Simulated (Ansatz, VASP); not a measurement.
# NaCl (Halite) in two plane-wave programs, part 2 of 2

Aim: how closely do two programs agree when they are given the same cell, functional and k mesh? The cell is a member of a volume series, scaled by 0.985 from a relaxed one, so a pressure remains.

VASP 6.6.1 and Ansatz 0.2.0.

So far. Step 3 (Ansatz: single point, r2SCAN with rVV10, volume scaled …): The run ends at a pressure of 0.76 GPa.

## Step 5: Ansatz: single point, r2SCAN with rVV10, volume scaled by 1.015

Level of this step: Ansatz beside VASP: Kohn-Sham DFT, plane waves, r2SCAN with rVV10 (Ansatz).

A single point gives forces, pressure and levels at one fixed geometry, so differences don't come from the geometry; what else differs is listed under the comparison. The cell compared in this pair holds 43.39 Å³, against 42.10 Å³ for the pair before.

The cell is a member of a volume series, scaled by 1.015 from a relaxed one, so a pressure remains.

input.yaml

```yaml
crystal:
  lattice:
    - [0.0, 2.7889318, 2.7889318]
    - [2.7889318, 0.0, 2.7889318]
    - [2.7889318, 2.7889318, 0.0]
  atoms:
    - { symbol: Cl, position: [0.5, 0.5, 0.5] }
    - { symbol: Na, position: [0.0, 0.0, 0.0] }
hamiltonian:
  xc: r2scan
  pseudopotentials: { kind: paw }
  dispersion: rvv10
kpoints:
  mp_grid: { grid: [6, 6, 6] }
scf:
  occupations: { method: gaussian, width: 0.03 }
  n_extra_bands: 4
output:
  forces: true
  stress: true
  eigenvalues: true
  write_density: true
  write_potential: true
  elf: true
  volumetric_format: npy
```

On the command line:

```console
$ ansatz run input.yaml --threads 2 --pin off --max-ram 4608MiB --backend cpu --events-out ev --progress --plain --runs-dir out
```

Numbers of over 12 decimals in the logs are rounded to 6 here.

Log:

```text
[...]
Crystal: 2 atoms, lattice volume = 43.385 Å³
Basis set: ecut = 500 eV, 1067 PW (Γ), exchange–correlation on 144×144×144 points (64 copies of the dense FFT grid, shifted against one another)
Bands: 12, of which v1, the nominal top of the filled ones, is band 8 counted from 1 (7 counted from 0)
Symmetry: 48 space group operations
[...]
k-points: 16 of 216
[...]
--- Band table (eV; the first three rows and the last of 16) ---
  k-point 0: bands = [... 4 lower, -12.3700, 0.9284, 0.9284, 0.9284, 6.8865, 12.6303, 12.6303, 12.6303]
  k-point 1: bands = [... 4 lower, -12.2794, 0.3010, 0.8517, 0.8517, 7.7167, 11.8600, 12.9471, 12.9471]
  k-point 2: bands = [... 4 lower, -12.0899, -0.6941, 0.7055, 0.7055, 8.7287, 11.9009, 12.8375, 12.8375]
  k-point 15: bands = [... 4 lower, -11.9235, -0.6231, -0.0582, 0.1623, 10.2385, 10.3675, 12.2690, 13.9945]
[key lines of the parts left out:]
SCF converged after 6 iterations
Free energy (F): -2575.262581 eV
Fermi energy:    3.907574 eV
P = ⅓ Tr σ = -0.1622 GPa (-1.622 kbar)
```

Run time: 2.6 s. Hardware: 2 threads of Arm Neoverse V2, shared host; peak memory 0.47 GiB.

The run ends at a pressure of -0.16 GPa.

## Step 6: VASP: single point, r2SCAN with rVV10, volume scaled by 1.015

The same cell, functional, mesh and smearing now go to VASP, with its own data sets and cutoff.

The input asks for a relaxation, which ended at its first step since no free force or stress exceeded the threshold; so it serves as a single point.

INCAR

```
SYSTEM = NaCl
PREC = Accurate
ENCUT = 450
EDIFF = 1E-06
NELM = 100
ISMEAR = 0
SIGMA = 0.03
LREAL = .FALSE.
ALGO = Normal
METAGGA = R2SCAN
LUSE_VDW = .TRUE.
IVDW_NL = 2
BPARAM = 11.95
CPARAM = 0.0093
LASPH = .TRUE.
NBANDS = 13
LORBIT = 11
LWAVE = .FALSE.
LCHARG = .FALSE.
KPAR = 4
IBRION = 2
NSW = 30
ISIF = 4
EDIFFG = -0.01
```

POSCAR

```
NaCl
1.0
    0.0000000000      2.7889318033      2.7889318033
    2.7889318033      0.0000000000      2.7889318033
    2.7889318033      2.7889318033      0.0000000000
Cl Na
1 1
Direct
    0.5000000000      0.5000000000      0.5000000000
    0.0000000000      0.0000000000      0.0000000000
```

KPOINTS

```
Automatic mesh
0
Gamma
6 6 6
0 0 0
```

The projector-augmented-wave data sets are Cl and Na_pv (PBE family, release 64).

On the command line:

```console
$ mpirun -np 4 vasp_std
```

Log:

```text
[banner, memory and clock lines left out]
running    4 mpi-ranks, on    1 nodes
[...]
[... a notice as in an earlier step ...]

 [... a notice as in an earlier step ...]

 LDA part: xc-table for (None), standard interpolation
 POSCAR, INCAR and KPOINTS ok, starting setup
[...]
entering main loop
       N       E                     dE             d eps       ncg     rms          rms(c)
Total rVV10 correction in eV:      0.4342957    14.8940642
Total rVV10 correction in eV:      0.4342957    14.8940642
Total rVV10 correction in eV:      0.4342957    14.8940642
Total rVV10 correction in eV:      0.4342957    14.8940642
DAV:   1     0.887776942970E+02    0.88778E+02   -0.67669E+03   421   0.101E+03
DAV:   2    -0.817904320318E+01   -0.96957E+02   -0.91004E+02   453   0.282E+02
DAV:   3    -0.153598126980E+02   -0.71808E+01   -0.71314E+01   541   0.722E+01
DAV:   4    -0.154826175977E+02   -0.12280E+00   -0.12275E+00   466   0.103E+01
DAV:   5    -0.154855246842E+02   -0.29071E-02   -0.29070E-02   540   0.157E+00    0.225E+00
[...]
DAV:  11    -0.133203840929E+02   -0.13714E-04   -0.58299E-05   456   0.675E-02    0.597E-02
Total rVV10 correction in eV:      0.4689639    14.8940647
Total rVV10 correction in eV:      0.4689639    14.8940647
Total rVV10 correction in eV:      0.4689639    14.8940647
Total rVV10 correction in eV:      0.4689639    14.8940647
DAV:  12    -0.133203871502E+02   -0.30573E-05   -0.59439E-06   476   0.175E-02    0.353E-03
Total rVV10 correction in eV:      0.4689724    14.8940647
Total rVV10 correction in eV:      0.4689724    14.8940647
Total rVV10 correction in eV:      0.4689724    14.8940647
Total rVV10 correction in eV:      0.4689724    14.8940647
DAV:  13    -0.133203876942E+02   -0.54401E-06   -0.13829E-07   298   0.357E-03
Total rVV10 correction in eV:      0.4689768    14.8940647
Total rVV10 correction in eV:      0.4689768    14.8940647
Total rVV10 correction in eV:      0.4689768    14.8940647
Total rVV10 correction in eV:      0.4689768    14.8940647
Total rVV10 correction in eV:      0.4689741    14.8940647
Total rVV10 correction in eV:      0.4689741    14.8940647
Total rVV10 correction in eV:      0.4689741    14.8940647
Total rVV10 correction in eV:      0.4689741    14.8940647
   1 F= -.13320388E+02 E0= -.13320388E+02  d E =-.133204E+02
[...]
reached required accuracy - stopping structural energy minimisation
```

Parts of OUTCAR (step 6):

```text
  Total       -0.1295718     -0.1295718     -0.1295718     -0.0000000      0.0000000     -0.0000000
  in kB       -4.7849495     -4.7849495     -4.7849495     -0.0000000      0.0000000     -0.0000000
  external PRESSURE =      -4.7849495 kB  Pullay stress =       0.0000000 kB

 POSITION                                       TOTAL-FORCE (eV/Angst)
 -----------------------------------------------------------------------------------
      2.78893      2.78893      2.78893         0.000000      0.000000      0.000000
      0.00000      0.00000      0.00000        -0.000000     -0.000000     -0.000000
 -----------------------------------------------------------------------------------
    total drift:                                0.000000      0.000000      0.000000

  FREE ENERGIE OF THE ION-ELECTRON SYSTEM (eV)
  ---------------------------------------------------
  free  energy   TOTEN  =       -13.3203876942 eV

  energy  without entropy=      -13.3203876942  energy(sigma->0) =      -13.32038769

[... 2 parts as in an earlier step ...]

[... 2 further parts left out ...]
[key lines of the parts left out:]
E-fermi :  -0.7550
```

## Step 7: Side by side

Compared:

```tsv
quantity	Ansatz	VASP	difference
pressure (GPa)	-0.16	-0.48	+0.32
gap on the k mesh (eV)	5.958	5.978	-0.020
```

A gap on the mesh is an upper bound, since the band edges may lie between its points.

## Step 8: VASP: single point, RPBE, volume scaled by 0.985

A single point gives forces, pressure and levels at one fixed geometry, so differences don't come from the geometry; what else differs is listed under the comparison. The cell compared in this pair holds 48.76 Å³, against 43.39 Å³ for the pair before.

The input asks for a relaxation, which ended at its first step since no free force or stress exceeded the threshold; so it serves as a single point.

Changes to INCAR since step 6:

```diff
@@ -9,8 +9,3 @@
 ALGO = Normal
-METAGGA = R2SCAN
-LUSE_VDW = .TRUE.
-IVDW_NL = 2
-BPARAM = 11.95
-CPARAM = 0.0093
-LASPH = .TRUE.
+GGA = RP
 NBANDS = 13
```

POSCAR

```
NaCl
1.0
    0.0000000000      2.8997397433      2.8997397433
    2.8997397433      0.0000000000      2.8997397433
    2.8997397433      2.8997397433      0.0000000000
Cl Na
1 1
Direct
    0.5000000000      0.5000000000      0.5000000000
    0.0000000000      0.0000000000      0.0000000000
```

KPOINTS is that of step 6.

On the command line:

```console
$ mpirun -np 4 vasp_std
```

Log:

```text
[banner, memory and clock lines left out]
running    4 mpi-ranks, on    1 nodes
[...]
[... a notice as in an earlier step ...]

 LDA part: xc-table for (Slater+PW92), standard interpolation
 POSCAR, INCAR and KPOINTS ok, starting setup
[...]
entering main loop
       N       E                     dE             d eps       ncg     rms          rms(c)
DAV:   1     0.933316013407E+02    0.93332E+02   -0.66041E+03   424   0.917E+02
DAV:   2     0.149112588307E+01   -0.91840E+02   -0.84243E+02   436   0.251E+02
DAV:   3    -0.652101557270E+01   -0.80121E+01   -0.79560E+01   521   0.732E+01
DAV:   4    -0.666840845758E+01   -0.14739E+00   -0.14731E+00   496   0.108E+01
[...]
DAV:  12    -0.646027344177E+01   -0.44974E-05   -0.62861E-06   441   0.245E-02    0.196E-03
DAV:  13    -0.646027490476E+01   -0.14630E-05   -0.20465E-06   456   0.103E-02    0.428E-03
DAV:  14    -0.646027461521E+01    0.28955E-06   -0.96635E-08   303   0.211E-03
   1 F= -.64602746E+01 E0= -.64602746E+01  d E =-.646027E+01
[...]
reached required accuracy - stopping structural energy minimisation
```

From OUTCAR (step 8):

```text
  Total        0.0917236      0.0917236      0.0917236      0.0000000      0.0000000      0.0000000
  in kB        3.0135927      3.0135927      3.0135927      0.0000000      0.0000000      0.0000000
  external PRESSURE =       3.0135927 kB  Pullay stress =       0.0000000 kB

 POSITION                                       TOTAL-FORCE (eV/Angst)
 -----------------------------------------------------------------------------------
      2.89974      2.89974      2.89974         0.000000     -0.000000      0.000000
      0.00000      0.00000      0.00000        -0.000000      0.000000     -0.000000
 -----------------------------------------------------------------------------------
    total drift:                                0.000000      0.000000      0.000000

  FREE ENERGIE OF THE ION-ELECTRON SYSTEM (eV)
  ---------------------------------------------------
  free  energy   TOTEN  =        -6.4602746152 eV

  energy  without entropy=       -6.4602746152  energy(sigma->0) =       -6.46027462

[... 2 parts as in an earlier step ...]

[... 2 further parts left out ...]
[key lines of the parts left out:]
E-fermi :  -0.8879
```

## Step 9: Ansatz: single point, RPBE, volume scaled by 0.985

The same cell, functional, mesh and smearing now go to Ansatz, which takes its cutoff from its data sets.

The cell is a member of a volume series, scaled by 0.985 from a relaxed one, so a pressure remains.

input.yaml, the sections that differ from step 5:

```yaml
crystal:
  lattice:
    - [0.0, 2.89973974, 2.89973974]
    - [2.89973974, 0.0, 2.89973974]
    - [2.89973974, 2.89973974, 0.0]
  atoms:
    - { symbol: Cl, position: [0.5, 0.5, 0.5] }
    - { symbol: Na, position: [0.0, 0.0, 0.0] }
hamiltonian:
  xc: rpbe
  pseudopotentials: { kind: paw }
# kpoints, scf, output: as in step 5
```

On the command line:

```console
$ ansatz run input.yaml --threads 2 --pin off --max-ram 4608MiB --backend cpu --events-out ev --progress --plain --runs-dir out
```

Log:

```text
[...]
Crystal: 2 atoms, lattice volume = 48.765 Å³
Basis set: ecut = 420 eV, 941 PW (Γ), exchange–correlation on 60×60×60 points (8 copies of the dense FFT grid, shifted against one another)
Bands: 12, of which v1, the nominal top of the filled ones, is band 8 counted from 1 (7 counted from 0)
Symmetry: 48 space group operations
[...]
k-points: 16 of 216
[...]
--- Band table (eV; the first three rows and the last of 16) ---
  k-point 0: bands = [... 4 lower, -11.8410, 0.6321, 0.6321, 0.6321, 5.7548, 11.7595, 11.7595, 11.7595]
  k-point 1: bands = [... 4 lower, -11.7802, 0.1332, 0.5763, 0.5763, 6.4988, 11.0170, 11.9964, 11.9964]
  k-point 2: bands = [... 4 lower, -11.6544, -0.6549, 0.4691, 0.4691, 7.6833, 10.5738, 11.7467, 11.7467]
  k-point 15: bands = [... 4 lower, -11.5394, -0.5709, -0.1283, 0.0361, 8.9241, 9.6719, 11.0067, 12.4345]
[key lines of the parts left out:]
SCF converged after 7 iterations
Free energy (F): -2576.003047 eV
Fermi energy:    3.193527 eV
P = ⅓ Tr σ = 0.4603 GPa (4.603 kbar)
```

Wall time 0.52 s (2 threads); peak memory 0.24 GiB; 0.91 s of CPU time.

The run ends at a pressure of 0.46 GPa.

## Step 10: Differences

What differs besides the data sets and the points named for the pairs above, as far as they apply: the cutoff is 420 eV in Ansatz and 450 eV in VASP; Ansatz makes its cores anew for this functional, VASP keeps those of its PBE data sets; VASP leaves aspherical gradient terms in its spheres out (LASPH is not set), Ansatz keeps them. Total energies have different zeros and are not compared.

Both answers:

```tsv
quantity	Ansatz	VASP	difference
pressure (GPa)	0.46	0.30	+0.16
gap on the k mesh (eV)	5.123	5.124	-0.001
```

A gap on the mesh is an upper bound, since the band edges may lie between its points.

## Step 11: Outcome

| Item | Value |
| --- | --- |
| difference in gap on the k mesh (single point, r2SCAN with rVV10, volume scaled by 0.985) | -0.020 eV |
| difference in gap on the k mesh (single point, r2SCAN with rVV10, volume scaled by 1.015) | -0.020 eV |
| difference in gap on the k mesh (single point, RPBE, volume scaled by 0.985) | -0.0014 eV |

What this shows: The difference in gap on the k mesh is -0.020 eV (single point, r2SCAN with rVV10, volume scaled by 0.985), within the 0.08 eV picked in this series as the mark of a large difference. 3 further runs of this series are not shown here. Such differences can come from data sets, numerical settings and the points named under the comparisons, not from the functional's error against experiment.

[Lines on the potential files, build, host, timing and source positions are cut from VASP's logs without a mark.]

[Logs are printed without paths, hosts, clocks, repeated set-up lines and the standing remarks that a program may print on its own settings, such as how far it seeks lower states.]

[Hosts, paths, dates, database ids (printed as entryN), source tags and the programs' standing remarks are cut or masked in the printed files.]
